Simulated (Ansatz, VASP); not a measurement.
## In: VASP beside Ansatz

```
CELL_PARAMETERS angstrom
3.33139 0.00000 0.00000
-1.66570 2.88507 0.00000
0.00000 0.00000 10.88033
ATOMIC_POSITIONS crystal
In 0.00000 0.00000 0.00000
In 0.00000 0.00000 0.50000
In 0.33333 0.66667 0.25000
In 0.66667 0.33333 0.75000
```

The cell was built by a generator and needn't be a form met in nature.

Alike in both runs: task relaxation of cell and atoms; functional RPBE; k mesh 11 × 11 × 3; occupations fermi-dirac, width 0.1 eV; no spin polarisation.

|  | VASP | Ansatz |
| --- | --- | --- |
| version | VASP 6.6.1 | Ansatz 0.2.0 |
| potentials or method | VASP PAW PBE potentials, release 64 (In_d) | plane waves (420 eV) with PAW, scalar-relativistic |
| plane-wave cutoff (eV) | 600 | 420 |
| valence electrons in the cell | 52 | 52 |

|  | VASP | Ansatz | Ansatz less VASP |
| --- | --- | --- | --- |
| relaxed volume (Å³/atom) | 28.80 | 28.81 | +0.016 |
| relaxed cell length with the largest relative difference (Å) | 11.189 | 11.198 | +0.0086 |
| energy change over the relaxation (meV/atom) | -28 | -28 | 0.0 |

Caveats: the PAW data sets were made with another functional, which shifts forces and pressure a little (VASP).
